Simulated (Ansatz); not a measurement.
(001) slab cut from the bulk of TaN, P-6m2 (No. 187); the slab's formula is TaN:

```xyz
8
Lattice="2.9502 0.0000 0.0000 -1.4751 2.5549 0.0000 0.0000 0.0000 25.1422" Properties=species:S:1:pos:R:3 pbc="T T T"
Ta    0.0000    1.7033    7.5000
N     0.0000    0.0000    8.9489
Ta    0.0000    1.7033   10.3978
N     0.0000    0.0000   11.8467
Ta    0.0000    1.7033   13.2955
N     0.0000    0.0000   14.7444
Ta    0.0000    1.7033   16.1933
N     0.0000    0.0000   17.6422
```

The calculation used Ansatz, DFT PBE, scalar-relativistic, plane waves, PAW. Settings: cutoff 420 eV, Γ-centred mesh 12×12×1 on the computed 8-atom cell, Gaussian smearing of 0.10 eV; no spin polarisation. The cell repeats along c with a dipole correction in the vacuum.

Q: What forces act on the atoms?

A:
```json
{"atom": "Ta1", "Fx (eV/Å)": "0.000", "Fy (eV/Å)": "0.000", "Fz (eV/Å)": "-0.110"}
{"atom": "N2", "Fx (eV/Å)": "0.000", "Fy (eV/Å)": "0.000", "Fz (eV/Å)": "0.404"}
{"atom": "Ta3", "Fx (eV/Å)": "0.000", "Fy (eV/Å)": "0.000", "Fz (eV/Å)": "-0.335"}
{"atom": "N4", "Fx (eV/Å)": "0.000", "Fy (eV/Å)": "0.000", "Fz (eV/Å)": "-0.036"}
{"atom": "Ta5", "Fx (eV/Å)": "0.000", "Fy (eV/Å)": "0.000", "Fz (eV/Å)": "0.245"}
{"atom": "N6", "Fx (eV/Å)": "0.000", "Fy (eV/Å)": "0.000", "Fz (eV/Å)": "-1.122"}
{"atom": "Ta7", "Fx (eV/Å)": "0.000", "Fy (eV/Å)": "0.000", "Fz (eV/Å)": "6.998"}
{"atom": "N8", "Fx (eV/Å)": "0.000", "Fy (eV/Å)": "0.000", "Fz (eV/Å)": "-6.045"}
```

Spin–orbit coupling is left out, which can shift energies with elements as heavy as these.

The reference crystal is a form of TaN, which isn't its usual structure.

Cost: 1 run of about 0.36 core-minutes, on Oxide Virtual Turin-like Processor (Zen 5) (shared hosts).